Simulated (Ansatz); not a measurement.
Level of theory: DFT PBE, scalar-relativistic, plane waves, PAW (Ansatz 0.2.0). Settings: cutoff 420 eV, Γ-centred meshes spaced at most about 0.3 Å⁻¹, and about 0.25 Å⁻¹ or finer for metals (2π included), Gaussian smearing. No spin polarisation in the final relaxations.

These are static total energies at zero pressure. All come from trial cells, and lower structures may exist.

Question: Order these relaxed structures of Cu by energy, lowest first, with the energy over the lowest of them.
A.

Space group I4/mmm (No. 139). a = 4.017 Å, b = 4.017 Å, c = 5.329 Å, α = 90.00°, β = 90.00°, γ = 90.00°
```csv
atom,site,symmetry,x,y,z
Cu,4d,-4m2,0.0000,0.5000,0.2500
Cu,2b,4/mmm,0.0000,0.0000,0.5000
```

B.

Space group Fm-3m (No. 225). a = 3.629 Å, b = 3.629 Å, c = 3.629 Å, α = 90.00°, β = 90.00°, γ = 90.00°
```
atom  site  symmetry       x       y       z
  Cu    4a      m-3m  0.0000  0.0000  0.0000
```

Answer: B (0 meV/atom), A (383 meV/atom). Forms: B fcc type, Fm-3m; A I4/mmm. Counting all near atoms (those within 1.25 times the shortest distance at each site; a plus sign parts nearer from farther groups; a slash parts the counts of unlike sites): B has Cu 12; A has Cu 8/4+6.

Cells relaxed within their symmetry can be saddle points. The Fm-3m cell of Cu came from shaking the I4/mmm one. The part of the Crystallography Open Database at hand lists Cu in space group No. 225; sharing a group (Fm-3m) doesn't make a cell the listed structure. Some candidate types were left out of the draw beforehand, so a known form may be missing.
